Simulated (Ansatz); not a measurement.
AlNi3:

```
Ni Al
1.0
     3.52305    0.00000    0.00000
     0.00000    3.52305    0.00000
     0.00000    0.00000    3.52305
Ni Al
3 1
Direct
  0.50000 0.50000 0.00000
  0.50000 0.00000 0.50000
  0.00000 0.50000 0.50000
  0.00000 0.00000 0.00000
```

The cell is a database's computed one.

A run of Ansatz 0.2.0 on this cell left the log below. Logs are shortened: lines on timing, memory, paths and dates and some standing lists are left out, and cuts for length are marked.

```text
Warning: RAYON_NUM_THREADS=2 ignored (pool sized by the plan → 2); use --threads N
Engine: ansatz 0.2.0, x86_64-unknown-linux-gnu
Pseudopotentials: kind: paw
Pseudopotential: Ni, paw, valence charge 18, recommended cutoff 420 eV (normal), Ni.paw.azcp
Pseudopotential: Al, paw, valence charge 3, recommended cutoff 420 eV (normal), Al.paw.azcp
Functional definition: PBE
  parameter kappa = 0.804
  parameter beta = 0.06672455060314922
  exchange = pbe_x(kappa = kappa, mu = beta*pi^2/3)
  correlation = pbe_c(beta = beta)
Crystal: 4 atoms, lattice volume = 43.728 Å³
Basis set: ecut = 420 eV, 847 PW (Γ), exchange–correlation on 48×48×48 points (8 copies of the dense FFT grid, shifted against one another)
Bands: 36, of which v1, the nominal top of the filled ones, is band 29 counted from 1 (28 counted from 0)
Symmetry: 16 space group operations
Space group: P4/mmm (ITA 123), of the structure as read, at distance tolerance 3.5e-5 Å
Magnetic group: BNS 123.339 (UNI 999), of the structure as read, at distance tolerance 3.5e-5 Å
k-points: 75 of 512
Non-local potential: Ni, projectors of the file, l = 0: 3, l = 1: 2, l = 2: 3, l = 3: 1
Non-local potential: Al, projectors of the file, l = 0: 2, l = 1: 2, l = 2: 1
PAW form: soft (Blöchl's): semilocal exchange-correlation on the pseudo side does not see the compensation charge
PAW one-centre angular grid: Ni, 590 points (default); XC on 64 Gauss nodes
PAW one-centre angular grid: Al, 110 points (default); XC on 64 Gauss nodes
Initial density: superposition of atomic densities (chi_scale 0.1, normalization cell)
Starting moments: Σ|m| = 3 μB on 3 of 4 sites
Initial wavefunctions: pseudopotential atomic-orbital guess
Functional: x = pbe(κ = 0.804, μ = 0.2195149727645171), c = pbe(β = 0.06672455060314922)
SCF iter   1: F=—  HF=-18055.845438 eV  |F-HF|=—  |Δ(HF+E_count)|=         —  Δρ=1.10e-1 (↑1.10e-1 ↓1.06e-1)  dr2=2.24e0  dr2_m=3.73e0  M=0.612 μB ∫|m|=0.756 μB  β_m=0.30  ethr=3.10e-3  ⟨swp⟩=5.6  Hψ=19096  notcnv=0  defer=34
[... 23 lines left out ...]
Free energy (F): -18058.365766 eV
Harris-Foulkes:  -18058.365766 eV  (|F-HF|=3.54e-9)
Internal energy: -18058.336942 eV  (E = F + TS)
E sigma→0 (E₀):  -18058.351354 eV
Entropy (-TS):   -0.028824 eV (-7.206 meV/atom)
Fermi energy:    16.472210 eV
--- Per-component energies (eV) ---
  E_band       = -901.120837
  E_kinetic    = 879.198954
  E_local      = -11867.715470  (includes V_loc(G=0)·N_el)
  E_nonlocal   = 1916.859306
  E_hartree    = 5057.584300
  E_xc         = -297.753036
  E_vxc        = -361.819341  (∫ρ·V_xc dr)
  E_paw        = -5358.333162  (= ΣΔE_a)
  E_vpaw       = -1582.807100  (= ΣTr[D̂ρ^β])
  E_aug_tail   = 0.001709  (compensation charges beyond the density's cutoff)
  E_ewald      = -8388.179542
  E_smearing   = -0.028824  (= −TS)
  E_closure    = -0.000000  (closes the sum)
  Σ components = -18058.365766   (vs F -18058.365766, Δ=0.00e0)
--- Forces (eV/Å), atoms counted from 1 ---
  atom   1  Ni     0.00000000     0.00000000     0.00000000
  atom   2  Ni     0.00000000     0.00000000     0.00000000
  atom   3  Ni     0.00000000     0.00000000     0.00000000
  atom   4  Al     0.00000000     0.00000000    -0.00000000
  max |Σ_I F_I| component: 1.26e-28 eV/Å
--- Stress (GPa, compression-positive) ---
        7.348348       0.000000       0.000000
        0.000000       7.348303       0.000000
        0.000000       0.000000       7.348348
  P = ⅓ Tr σ = 7.3483 GPa (73.483 kbar)
--- Band table (eV; the first three rows and the last of 150) ---
  k-point 0 ↑: bands = ["-86.7106", "-86.6773", "-86.6773", "-47.1630", "-47.1630", "-47.1630", "-47.0812", "-47.0812", "-47.0812", "-47.0131", "-47.0131", "-47.0130", "6.2461", "11.9483", "12.6479", "12.6479", "13.0182", "13.0182", "13.0182", "15.0408", "15.0408", "15.0408", "15.8993", "15.8993", "16.2176", "16.4101", "16.4101", "16.4101", "17.2990", "17.2990", "17.2990", "23.1581", "23.1581", "24.0276", "28.9124", "28.9124"]
  k-point 1 ↑: bands = ["-86.7095", "-86.6784", "-86.6773", "-47.1599", "-47.1599", "-47.1579", "-47.0821", "-47.0821", "-47.0815", "-47.0188", "-47.0154", "-47.0154", "6.4413", "12.0017", "12.5332", "12.7720", "13.0515", "13.0515", "13.0642", "14.9309", "14.9309", "14.9901", "15.7772", "15.9012", "16.0165", "16.0165", "16.1451", "16.4103", "16.6017", "17.9439", "17.9439", "23.1388", "23.5982", "24.7823", "27.9372", "27.9372"]
  k-point 2 ↑: bands = ["-86.7064", "-86.6815", "-86.6773", "-47.1513", "-47.1513", "-47.1431", "-47.0849", "-47.0849", "-47.0820", "-47.0349", "-47.0212", "-47.0212", "7.0163", "11.7234", "12.4461", "13.1111", "13.1423", "13.1423", "13.1870", "14.6664", "14.6664", "14.8561", "15.2650", "15.5820", "15.5820", "15.7858", "15.8570", "15.9805", "16.4107", "19.1006", "19.1006", "23.0844", "23.8701", "25.8944", "25.8944", "26.5691"]
  k-point 74 ↓: bands = ["-86.3597", "-86.3597", "-86.3597", "-46.8629", "-46.8629", "-46.8629", "-46.8302", "-46.7350", "-46.7350", "-46.7350", "-46.6407", "-46.6407", "10.6984", "12.5405", "12.5405", "12.5405", "14.2933", "14.2933", "14.2933", "14.6004", "14.6004", "14.6004", "15.2716", "15.2716", "15.2716", "15.5549", "15.5549", "16.1541", "16.5998", "16.5998", "16.5998", "20.1550", "20.8091", "20.8091", "20.8091", "34.7359"]
```

What input gives this log?

Single point with PBE, collinear spin, antiferromagnetic start. The files as run (others can give the same):

input.yaml
```yaml
crystal:
  lattice:
    - [3.5230547267, 0.0, 0.0]
    - [0.0, 3.5230547267, 0.0]
    - [0.0, 0.0, 3.5230547267]
  atoms:
    - { symbol: Ni, position: [0.5, 0.5, 0.0], spin: 1.0 }
    - { symbol: Ni, position: [0.5, 0.0, 0.5], spin: -1.0 }
    - { symbol: Ni, position: [0.0, 0.5, 0.5], spin: 1.0 }
    - { symbol: Al, position: [0.0, 0.0, 0.0] }
hamiltonian:
  xc: pbe
  pseudopotentials: { kind: paw }
magnetization:
  spin_polarized: true
kpoints:
  mp_grid: { grid: [8, 8, 8] }
scf:
  occupations: { method: fermi_dirac, width: 0.05 }
output:
  forces: true
  stress: true
  eigenvalues: true
```

Potentials or basis: Ansatz PAW.
Command:
```console
$ ansatz run input.yaml --threads 2 --pin off --max-ram 5632MiB --backend cpu --events-out ev --progress --plain --runs-dir out
```

Caveat: the starting moments weren't kept.
